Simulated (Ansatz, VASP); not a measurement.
# SnPt in two plane-wave programs, part 2 of 2

Aim: how closely do two programs agree when they are given the same cell, functional and k mesh? The two relaxations start from unlike cells of this crystal (the structure described is Ansatz's start), so only their ends are compared.

VASP 6.6.1 and Ansatz 0.2.0.

So far: Set-up; Ansatz: relaxation of cell and atoms, r2SCAN.

## (3) VASP: relaxation of cell and atoms, r2SCAN

Level of this step: r2SCAN; plane waves and PAW (Sn_d, Pt) (VASP).

Its own start cell and the same functional, mesh and smearing now go to VASP, with its own data sets.

Lines of VASP's logs that name or quote its potential files are left out, and so is its time.

INCAR

```
SYSTEM = SnPt
PREC = Accurate
ENCUT = 550
EDIFF = 1E-07
NELM = 120
ISMEAR = 0
SIGMA = 0.1
LREAL = .FALSE.
ALGO = Normal
METAGGA = R2SCAN
LASPH = .TRUE.
NBANDS = 30
LORBIT = 11
LWAVE = .FALSE.
LCHARG = .FALSE.
ISIF = 3
IBRION = 2
NSW = 80
EDIFFG = -0.005
GGA_COMPAT = .FALSE.
NELMIN = 4
LMIXTAU = .TRUE.
KPAR = 2
```

POSCAR

```
SnPt
1.0
    4.1403550005      0.0000000000      0.0000000000
   -2.0701775003      3.5856530317      0.0000000000
    0.0000000000      0.0000000000      5.4769763341
Sn Pt
2 2
Direct
    0.3333331925      0.6666665259      0.2500000000
    0.6666665259      0.3333331925      0.7500000000
    0.9999998592      0.9999998592      0.0000000000
    0.9999998592      0.9999998592      0.5000000000
```

KPOINTS

```
Automatic mesh
0
Gamma
12 12 8
0 0 0
```

PAW data sets: Sn_d and Pt (PBE family, release 64).

Run with:

```bash
> mpirun -np 2 vasp_std
```

Numbers of over 12 decimals in the logs are rounded to 6 here.

Output:

```text
[banner, memory and clock lines left out]
running    2 mpi-ranks, on    1 nodes
 distrk:  each k-point on    1 cores,    2 groups
 distr:  one band on    1 cores,    1 groups

 POSCAR found type information on POSCAR SnPt
 POSCAR found :  2 types and       4 ions
|                                                                             |
|               ----> ADVICE to this user running VASP <----                  |
|                                                                             |
|     You enforced a specific xc type in the INCAR file but a different       |
|     [... a line on the potential file left out ...]
|     I HOPE YOU KNOW WHAT YOU ARE DOING!                                     |
|                                                                             |

 LDA part: xc-table for (None), standard interpolation
 POSCAR, INCAR and KPOINTS ok, starting setup
 FFT: planning ... GRIDC
 FFT: planning ... GRID_SOFT
 FFT: planning ... GRID
 WAVECAR not read
 entering main loop
       N       E                     dE             d eps       ncg     rms          rms(c)
DAV:   1     0.376982076877E+03    0.37698E+03   -0.24677E+04  5978   0.251E+03
DAV:   2    -0.974041781121E+02   -0.47439E+03   -0.45379E+03  5798   0.647E+02
DAV:   3    -0.162998233592E+03   -0.65594E+02   -0.62159E+02  6422   0.186E+02
DAV:   4    -0.165742944521E+03   -0.27447E+01   -0.27230E+01  6568   0.410E+01
DAV:   5    -0.165832672611E+03   -0.89728E-01   -0.89705E-01  7608   0.761E+00    0.128E+01
DAV:   6    -0.157329653357E+03    0.85030E+01   -0.59205E+00  6276   0.239E+01    0.578E+00
DAV:   7    -0.154413767393E+03    0.29159E+01   -0.49519E-01  6418   0.556E+00    0.314E+00
DAV:   8    -0.154885733125E+03   -0.47197E+00   -0.81418E-01  5886   0.622E+00    0.176E+00
DAV:   9    -0.154670872721E+03    0.21486E+00   -0.36366E-01  5754   0.463E+00    0.374E-01
DAV:  10    -0.154912800177E+03   -0.24193E+00   -0.77184E-02  5764   0.180E+00    0.338E-01
DAV:  11    -0.154922623191E+03   -0.98230E-02   -0.20579E-02  6372   0.958E-01    0.211E-01
DAV:  12    -0.154913386110E+03    0.92371E-02   -0.29833E-03  6038   0.399E-01    0.197E-01
DAV:  13    -0.154925836346E+03   -0.12450E-01   -0.35151E-03  5754   0.404E-01    0.801E-02
DAV:  14    -0.154926985460E+03   -0.11491E-02   -0.10588E-03  6050   0.255E-01    0.280E-02
DAV:  15    -0.154926951139E+03    0.34321E-04   -0.97559E-05  6048   0.747E-02    0.304E-02
DAV:  16    -0.154926844080E+03    0.10706E-03   -0.18330E-04  5828   0.830E-02    0.145E-02
DAV:  17    -0.154927022179E+03   -0.17810E-03   -0.12854E-04  5760   0.842E-02    0.347E-03
DAV:  18    -0.154927023797E+03   -0.16178E-05   -0.23731E-06  6674   0.111E-02    0.275E-03
DAV:  19    -0.154927025844E+03   -0.20472E-05   -0.34781E-07  5038   0.358E-03    0.114E-03
DAV:  20    -0.154927028941E+03   -0.30968E-05   -0.97519E-07  5162   0.797E-03    0.339E-04
DAV:  21    -0.154927028801E+03    0.14014E-06   -0.68247E-08  3900   0.210E-03    0.246E-04
DAV:  22    -0.154927028934E+03   -0.13360E-06   -0.55334E-08  3372   0.147E-03    0.155E-04
DAV:  23    -0.154927028885E+03    0.49032E-07   -0.12101E-08  2958   0.784E-04
   1 F= -.15492703E+03 E0= -.15492351E+03  d E =-.154927E+03
 curvature:   0.00 expect dE= 0.000E+00 dE for cont linesearch  0.000E+00
 trial: gam= 0.00000 g(F)=  0.477E-42 g(S)=  0.160E-04 ort = 0.000E+00 (trialstep = 0.100E+01)
 search vector abs. value=  0.160E-04
 bond charge predicted
       N       E                     dE             d eps       ncg     rms          rms(c)
DAV:   1    -0.154927316860E+03   -0.28793E-03   -0.59305E-03  7116   0.928E-01    0.105E-01
DAV:   2    -0.154927064852E+03    0.25201E-03   -0.67913E-04  6324   0.254E-01    0.396E-02
DAV:   3    -0.154927033644E+03    0.31208E-04   -0.51541E-05  7202   0.958E-02    0.184E-02
DAV:   4    -0.154927020796E+03    0.12848E-04   -0.31164E-05  7910   0.661E-02    0.390E-03
DAV:   5    -0.154927017997E+03    0.27984E-05   -0.70129E-06  5920   0.220E-02    0.192E-03
DAV:   6    -0.154927020249E+03   -0.22514E-05   -0.12052E-06  4986   0.686E-03    0.133E-03
DAV:   7    -0.154927020165E+03    0.83658E-07   -0.34556E-08  3336   0.156E-03
   2 F= -.15492702E+03 E0= -.15492350E+03  d E =0.872003E-05
 trial-energy change:    0.000009  1 .order    0.000005   -0.000016    0.000025
 step:   0.2689(harm=  0.3897)  dis= 0.00000  next Energy=  -154.927031 (dE=-0.207E-05)
 bond charge predicted
       N       E                     dE             d eps       ncg     rms          rms(c)
DAV:   1    -0.154927183612E+03   -0.16336E-03   -0.31669E-03  7110   0.677E-01    0.762E-02
DAV:   2    -0.154927046883E+03    0.13673E-03   -0.35910E-04  6324   0.185E-01    0.288E-02
DAV:   3    -0.154927031061E+03    0.15822E-04   -0.27163E-05  7226   0.697E-02    0.134E-02
DAV:   4    -0.154927027688E+03    0.33727E-05   -0.16177E-05  7904   0.479E-02    0.282E-03
DAV:   5    -0.154927028790E+03   -0.11020E-05   -0.34231E-06  5926   0.158E-02    0.137E-03
DAV:   6    -0.154927030802E+03   -0.20126E-05   -0.64239E-07  4984   0.507E-03    0.942E-04
DAV:   7    -0.154927030784E+03    0.18178E-07   -0.22963E-08  3048   0.119E-03
   3 F= -.15492703E+03 E0= -.15492351E+03  d E =-.189904E-05
 curvature:  -0.19 expect dE=-0.135E-06 dE for cont linesearch -0.128E-06
 trial: gam=-0.16130 g(F)=  0.521E-41 g(S)=  0.723E-06 ort = 0.330E-05 (trialstep = 0.854E+00)
 search vector abs. value=  0.738E-07
 reached required accuracy - stopping structural energy minimisation
```

OUTCAR, selected parts (step 3):

```text
ion  position               nearest neighbor table
   1  0.333  0.667  0.250-   3 2.75   4 2.75   3 2.75   4 2.75   3 2.75   4 2.75   2 3.64   2 3.64
                             2 3.64   2 3.64   2 3.64   2 3.64
   2  0.667  0.333  0.750-   3 2.75   4 2.75   3 2.75   4 2.75   3 2.75   4 2.75   1 3.64   1 3.64
                             1 3.64   1 3.64   1 3.64   1 3.64
   3  1.000  1.000  0.000-   4 2.74   4 2.74   1 2.75   2 2.75   2 2.75   1 2.75   1 2.75   2 2.75

  LATTYP: Found a hexagonal cell.
 ALAT       =     4.1403550005
 C/A-ratio  =     1.3228277125

 Subroutine GETGRP returns: Found 24 space group operations
 (whereof 12 operations were pure point group operations)

The static configuration has the point symmetry D_3d.
 The point group associated with its full space group is D_6h.

 Found     95 irreducible k-points:

   k-points           NKPTS =     95   k-points in BZ     NKDIM =     95   number of bands    NBANDS=     30

   dimension x,y,z NGX =    32 NGY =   32 NGZ =   42
   dimension x,y,z NGXF=    64 NGYF=   64 NGZF=   84

   ENCUT  =  550.0 eV  40.42 Ry    6.36 a.u.   7.92  7.92 10.47*2*pi/ulx,y,z

   NELECT =      48.0000    total number of electrons

 k-points in reciprocal lattice and weights: Automatic mesh
   0.00000000  0.00000000  0.00000000       0.001
   0.08333333  0.00000000  0.00000000       0.005
   0.16666667  0.00000000  0.00000000       0.005
   0.25000000  0.00000000  0.00000000       0.005
   0.33333333 -0.00000000  0.00000000       0.005
   0.41666667  0.00000000  0.00000000       0.005
   0.50000000  0.00000000  0.00000000       0.003
   0.08333333  0.08333333  0.00000000       0.005
   0.16666667  0.08333333  0.00000000       0.010
[...]
0.33333333  0.25000000  0.50000000       0.010
   0.33333333  0.33333333  0.50000000       0.002

 average (electrostatic) potential at core
       1-103.1256       2-103.1256       3 -70.1352       4 -70.1352

 E-fermi :   9.4974

 k-point     1 :       0.0000    0.0000    0.0000
  band No.  band energies     occupation
    ...
     18       5.1647      2.00000
     19       6.1203      2.00000
     20       6.1203      2.00000
     21       7.4512      2.00000
     22       7.4512      2.00000
     23      10.7636      0.00000
     24      11.2870      0.00000
     25      11.2870      0.00000
     26      13.6458      0.00000
     27      14.5527      0.00000
    ...

 k-point     2 :       0.0833    0.0000    0.0000
  band No.  band energies     occupation
    ...
     18       5.1654      2.00000
     19       6.0600      2.00000
     20       6.1465      2.00000
     21       7.4381      2.00000
     22       7.4521      2.00000
     23      10.5543      0.00000
     24      10.7167      0.00000
     25      11.0450      0.00000
     26      13.3405      0.00000
     27      14.5842      0.00000
    ...

 k-point     3 :       0.1667    0.0000    0.0000
  band No.  band energies     occupation
    ...
     19       5.9078      2.00000
     20       6.2195      2.00000
     21       7.4053      2.00000
     22       7.4548      2.00000
     23       9.1604      2.00000
     24      10.4326      0.00000
     25      10.5558      0.00000
     26      12.8325      0.00000
     27      14.4209      0.00000
     28      15.1257      0.00000
    ...

  Total        0.0050144      0.0050144      0.0031014     -0.0000000     -0.0000000      0.0000000
  in kB        0.0987852      0.0987852      0.0610982     -0.0000000     -0.0000000      0.0000000
  external PRESSURE =       0.0862229 kB  Pullay stress =       0.0000000 kB

  energy-cutoff  :      550.00
  volume of cell :       81.33
      direct lattice vectors                 reciprocal lattice vectors
     4.140629552 -0.000000000  0.000000000     0.241509168  0.139435367  0.000000000
    -2.070314776  3.585890800 -0.000000000     0.000000000  0.278870734  0.000000000
    -0.000000000  0.000000000  5.477369132    -0.000000000 -0.000000000  0.182569401

 POSITION                                       TOTAL-FORCE (eV/Angst)
 -----------------------------------------------------------------------------------
     -0.00000      2.39059      1.36934         0.000000     -0.000000      0.000000
      2.07031      1.19530      4.10803        -0.000000      0.000000     -0.000000
      2.07031      3.58589      0.00000        -0.000000     -0.000000     -0.000000
      2.07031      3.58589      2.73868         0.000000     -0.000000      0.000000
 -----------------------------------------------------------------------------------
    total drift:                                0.000385      0.000667     -0.000000

  FREE ENERGIE OF THE ION-ELECTRON SYSTEM (eV)
  ---------------------------------------------------
  free  energy   TOTEN  =      -154.9270307843 eV

  energy  without entropy=     -154.9199976595  energy(sigma->0) =     -154.92351422

 reached required accuracy - stopping structural energy minimisation

 total charge
# of ion       s       p       d       tot
------------------------------------------
    1        1.094   1.149  10.056  12.299
    2        1.094   1.149  10.056  12.299
    3        0.693   0.579   8.166   9.438
    4        0.693   0.579   8.166   9.438
--------------------------------------------------
tot          3.574   3.456  36.443  43.473

[... 3 further parts left out ...]
```

## (4) Differences

Known differences besides the potentials themselves: VASP keeps PBE cores, Ansatz makes them for the functional; the data sets hold 64 valence electrons in Ansatz (on its default PAW (the set named soft_2) files) and 48 in VASP; the cutoff is 500 eV in Ansatz and 550 eV in VASP; Ansatz adds a Pulay correction to the stress that steers its cell, VASP none. Total energies have different zeros and are not compared.

Both answers:

| quantity | Ansatz | VASP | difference |
| --- | --- | --- | --- |
| volume (Å³) | 81.15 | 81.33 | -0.22 % |
| edge a after relaxation, in the typed setting (Å) | 4.137 | 4.141 | -0.08 % |
| edge c after relaxation, in the typed setting (Å) | 5.475 | 5.477 | -0.05 % |

## (5) Results

```
difference in volume (relaxation of cell and atoms, r2SCAN) : -0.22 %
```

In words: The difference in volume is -0.22 % (relaxation of cell and atoms, r2SCAN), within the 1.2 % picked in this series as the mark of a large difference, as far as the stopping tolerances let one tell. The data sets hold unlike numbers of valence electrons (64 in Ansatz and 48 in VASP), so part of the differences comes from the potentials. How closely two codes agree says nothing of how well the functional describes the real material.

[Lines on the potential files, build, host, timing and source positions are cut from VASP's logs without a mark.]

[Logs are printed without paths, hosts, clocks, repeated set-up lines and the standing remarks that a program may print on its own settings, such as how far it seeks lower states.]

[Hosts, paths, dates, database ids (printed as entryN), source tags and the programs' standing remarks are cut or masked in the printed files.]
